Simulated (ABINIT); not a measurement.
Crystal: SiC (Moissanite).

```
Si C
1.0
     3.07600    0.00000    0.00000
    -1.53800    2.66389    0.00000
     0.00000    0.00000    5.04800
Si C
2 2
Direct
  0.66667 0.33333 0.50000
  0.33333 0.66667 0.00000
  0.66667 0.33333 0.88500
  0.33333 0.66667 0.38500
```

* Program: ABINIT 10.8.3 (patched build)
* Task: relaxation of cell and atoms
* Functional: PBEsol
* Potentials or basis: PseudoDojo NC SR PBEsol v0.4.1 standard
* Cutoff: 1116 eV
* k mesh: 8 × 8 × 4
* Occupations: fermi-dirac, width 0.05 eV
* Spin: no spin polarisation

At the start: pressure 0.4 GPa; volume 10.34 Å³/atom.

Problem. How do energy, volume and symmetry change on relaxing?

Solution. Over 6 steps the energy falls by 9.1 meV/atom; space group P6_3mc (No. 186, to 0.05 Å).

The path:
| step | energy change (eV) | largest force (eV/Å) | pressure (GPa) | volume (Å³) |
| --- | --- | --- | --- | --- |
| 1 | 0.0000 | 0.7532 | 0.39 | 41.36 |
| 2 | -0.0216 | 0.4741 | -0.09 | 41.41 |
| 3 | -0.0337 | 0.0447 | -0.08 | 41.39 |
| 4 | -0.0353 | 0.0169 | -0.04 | 41.39 |
| 5 | -0.0362 | 0.0003 | -0.01 | 41.38 |
| 6 | -0.0362 | 0.0000 | 0.00 | 41.38 |

Final structure:
```
CELL_PARAMETERS angstrom
3.07656 0.00000 0.00000
-1.53828 2.66438 0.00000
0.00000 0.00000 5.04859
ATOMIC_POSITIONS crystal
Si 0.66667 0.33333 0.50459
Si 0.33333 0.66667 0.00459
C 0.66667 0.33333 0.88041
C 0.33333 0.66667 0.38041
```
